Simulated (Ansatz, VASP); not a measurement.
## AlN in VASP and in Ansatz

```
Al N
1.0
     6.17752    0.00000    0.00000
    -3.08876    5.34989    0.00000
     0.00000    0.00000    4.94317
Al N
8 8
Direct
  0.16667 0.33333 0.00000
  0.16667 0.83333 0.00000
  0.66667 0.33333 0.00000
  0.66667 0.83333 0.00000
  0.33333 0.16667 0.50000
  0.33333 0.66667 0.50000
  0.83333 0.16667 0.50000
  0.83333 0.66667 0.50000
  0.16667 0.33333 0.38200
  0.16667 0.83333 0.38200
  0.66667 0.33333 0.38200
  0.66667 0.83333 0.38200
  0.33333 0.16667 0.88200
  0.33333 0.66667 0.88200
  0.83333 0.16667 0.88200
  0.83333 0.66667 0.88200
```

Alike in both runs: functional LDA; k mesh 4 × 4 × 5; occupations gaussian, width 0.02 eV; no spin polarisation.

Ansatz relaxed the structure, and its values are those at the end. VASP's run is a single point on that final structure, the one shown.

|  | VASP | Ansatz |
| --- | --- | --- |
| version | VASP 6.6.1 | Ansatz 0.2.0 |
| potentials or method | VASP PAW LDA potentials, release 64 (Al, N) | scalar-relativistic, plane waves, PAW |
| plane-wave cutoff (eV) | 520 | 420 |
| valence electrons in the cell | 64 | 64 |

```csv
,VASP,Ansatz,Ansatz less VASP
pressure (GPa),0.6,0.0,-0.61
```
